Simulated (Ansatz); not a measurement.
The calculation used DFT PBE, scalar-relativistic, plane waves, PAW (Ansatz). All cells share a 420 eV cutoff and Γ-centred k meshes spaced at most about 0.3 Å⁻¹ (2π included). No spin polarisation.

Each guess is relaxed in cell and atoms at zero pressure, on a coarse mesh first where it starts far from rest and then on a converged one. The steps can't lower the symmetry of the start, but it can rise. Energies are static (0 K, no zero-point motion).

Two unrelaxed guesses for AlGa2N3:

A.

```cif
data_structure
_symmetry_space_group_name_H-M 'I4/mmm'
_symmetry_Int_Tables_number 139
_cell_length_a 3.4027
_cell_length_b 3.4027
_cell_length_c 14.4363
_cell_angle_alpha 90.000
_cell_angle_beta 90.000
_cell_angle_gamma 90.000
_cell_volume 167.15
loop_
_atom_site_label
_atom_site_type_symbol
_atom_site_symmetry_multiplicity
_atom_site_Wyckoff_symbol
_atom_site_fract_x
_atom_site_fract_y
_atom_site_fract_z
_atom_site_occupancy
Al1 Al 2 b 0.50000 0.50000 0.00000 1
Ga1 Ga 4 e 0.50000 0.50000 0.33333 1
N1 N 2 a 0.00000 0.00000 0.00000 1
N2 N 4 e 0.50000 0.50000 0.16667 1
```

B.

```cif
data_structure
_symmetry_space_group_name_H-M 'P3m1'
_symmetry_Int_Tables_number 156
_cell_length_a 3.4027
_cell_length_b 3.4027
_cell_length_c 8.3348
_cell_angle_alpha 90.000
_cell_angle_beta 90.000
_cell_angle_gamma 120.000
_cell_volume 83.57
loop_
_atom_site_label
_atom_site_type_symbol
_atom_site_symmetry_multiplicity
_atom_site_Wyckoff_symbol
_atom_site_fract_x
_atom_site_fract_y
_atom_site_fract_z
_atom_site_occupancy
Al1 Al 1 a 0.00000 0.00000 0.33333 1
Ga1 Ga 1 b 0.33333 0.66667 0.00000 1
Ga2 Ga 1 c 0.66667 0.33333 0.66667 1
N1 N 1 c 0.66667 0.33333 0.91667 1
N2 N 1 a 0.00000 0.00000 0.58333 1
N3 N 1 b 0.33333 0.66667 0.25000 1
```

Question: Where do they end, and which end is lower?

Answer: B ends lower, by 0.39 eV/atom. A: I4/mmm at 13.9 Å³/atom → I4/mmm at 9.3 Å³/atom; B: P3m1 at 13.9 Å³/atom → P3m1 at 11.4 Å³/atom. Counting N atoms around Al and Ga (those within 1.25 times the shortest such distance or 1.15 times the sum of covalent radii, 1.27 where that leaves under three), the end of A has Al 6, Ga 6 and the end of B has Al 4, Ga 4. End of A. Conventional cell: a = 2.972 Å, c = 12.642 Å. Al is surrounded by 6 N at 2.07–2.10 Å; around Ga lie 6 N at 2.10–2.16 Å; N on a site of symmetry 4mm is surrounded by 1 Al at 2.07 Å and 5 Ga at 2.10–2.16 Å; 1 more site not described. End of B. Conventional cell: a = 3.182 Å, c = 7.795 Å. Al is surrounded by 4 N at 1.90–1.93 Å; Ga on its first site has 4 N at 1.96–1.98 Å; N on its first site has 4 Ga at 1.96–1.97 Å; 3 more sites not described.

Ends held by symmetry can be saddle points. Neither end is the lowest form computed: that has Al and Ga ordered on zinc blende sites, space group I-4m2 (No. 119) and lies 3 meV/atom below the better end. Some types were kept out of the candidates beforehand, so the set may lack a known form.
